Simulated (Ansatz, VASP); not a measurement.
One calculation of Cs, two programs

The input INCAR:

```
PREC     = Accurate       # precision mode
ENCUT    = 520            # plane-wave cutoff, eV
EDIFF    = 1E-6           # SCF threshold, eV
ISMEAR   = -1             # smearing method
SIGMA    = 0.1            # smearing width, eV
LREAL    = F              # projectors in reciprocal space
LASPH    = T              # aspherical terms in the spheres
NELM     = 60             # most SCF steps
ALGO     = Normal         # electronic algorithm
ISIF     = 2              # what is computed and relaxed
LWAVE    = F              # write WAVECAR
LCHARG   = F              # write CHGCAR
GGA      = RP             # functional
NBANDS   = 10             # bands
```

File KPOINTS:

```
Automatic mesh
0
Gamma
  7 7 7
```

The input POSCAR:

```
Cs
1.0
    5.4302314236      0.0000000000      0.0000000000
    0.0000000000      5.4302314236      0.0000000000
    0.0000000000      0.0000000000      5.4302314236
Cs
1
Direct
    0.0000000000      0.0000000000      0.0000000000
```

Input for Ansatz:

```yaml
crystal:
  lattice:
    - [5.4302314236, 0.0, 0.0]
    - [0.0, 5.4302314236, 0.0]
    - [0.0, 0.0, 5.4302314236]
  atoms:
    - { symbol: Cs, position: [0.0, 0.0, 0.0] }
hamiltonian:
  xc: rpbe
  pseudopotentials:
    kind: paw
    azcp:
      Cs: "pseudopotentials/Cs.paw.azcp"
basis:
  ecutwfc: 420
  fft_grid_basis: typed
kpoints:
  mp_grid: { grid: [7, 7, 7], shift: [0, 0, 0] }
magnetization:
  spin_polarized: false
scf:
  occupations: { method: fermi_dirac, width: 0.1 }
  lower_state_search: "off"
output:
  stress: true
  write_density: true
  write_potential: true
  elf: true
  volumetric_format: npy
```

Alike in both runs: task single point; functional RPBE; k mesh 7 × 7 × 7; occupations fermi-dirac, width 0.1 eV; no spin polarisation.

|  | VASP | Ansatz |
| --- | --- | --- |
| version | VASP 6.6.1 | Ansatz 0.2.0 |
| potentials or method | VASP PAW PBE potentials, release 64 (Cs_sv) | plane waves (420 eV) with PAW, scalar-relativistic |
| plane-wave cutoff (eV) | 520 | 420 |
| valence electrons in the cell | 9 | 9 |

|  | VASP | Ansatz | Ansatz less VASP |
| --- | --- | --- | --- |
| pressure (GPa) | -0.1 | -0.1 | 0.00 |

Caveats: the PAW data sets were made with another functional, which shifts forces and pressure a little (VASP). The runs have no spin-orbit coupling, so splittings on Cs are missing.
